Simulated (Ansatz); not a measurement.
MgTe, one cell by several methods

```
CELL_PARAMETERS angstrom
4.52482 0.00000 0.00000
-2.26241 3.91861 0.00000
0.00000 0.00000 7.37027
ATOMIC_POSITIONS crystal
Mg 0.33333 0.66667 0.00000
Mg 0.66667 0.33333 0.50000
Te 0.33333 0.66667 0.37000
Te 0.66667 0.33333 0.87000
```

Atom numbers follow the list: Mg1, Mg2, Te3, Te4.

The cell is COD entry 1538744, as deposited and not checked against the literature; nothing was relaxed. The listed cell was then made from it by scaling, straining or moving an atom.

Spin–orbit coupling is left out, though it moves levels of the heavy atoms by tenths of an eV or more.

All numbers are computed: DFT, PBEsol, PAW with Ansatz's default frozen-core files, scalar-relativistic (Ansatz 0.2.0); DFT, PBEsol, all-electron LAPW, scalar-relativistic (Ansatz 0.2.0).

For PAW: a Γ-centred 9×9×5 k mesh, Fermi–Dirac smearing of 0.03 eV, cutoff 420 eV, no spin polarisation; the PAW files were made with PBE, and the program remakes their frozen cores for this functional. LAPW targets a basis error of 0.5 meV/atom. The Ansatz runs share mesh, smearing and spin set-up. Plane-wave (PAW) pressures include the program's estimate of the Pulay term.

Stress and pressure are positive in compression.

The change that made this cell: volume scaled by 0.99.

PAW results:

```json
{"quantity": "pressure (GPa)", "PAW": "0.84"}
{"quantity": "stress xx (GPa)", "PAW": "0.45"}
{"quantity": "stress zz (GPa)", "PAW": "1.62"}
{"quantity": "force on Mg1, z (eV/Å)", "PAW": "-0.219"}
{"quantity": "force on Te3, z (eV/Å)", "PAW": "0.219"}
{"quantity": "band gap (eV)", "PAW": "2.462"}
```

Question: What does full-potential LAPW give for the same quantities?

Answer: 
| quantity | LAPW |
| --- | --- |
| pressure (GPa) | 0.83 |
| stress xx (GPa) | 0.44 |
| stress zz (GPa) | 1.61 |
| force on Mg1, z (eV/Å) | -0.219 |
| force on Te3, z (eV/Å) | 0.219 |
| band gap (eV) | 2.463 |
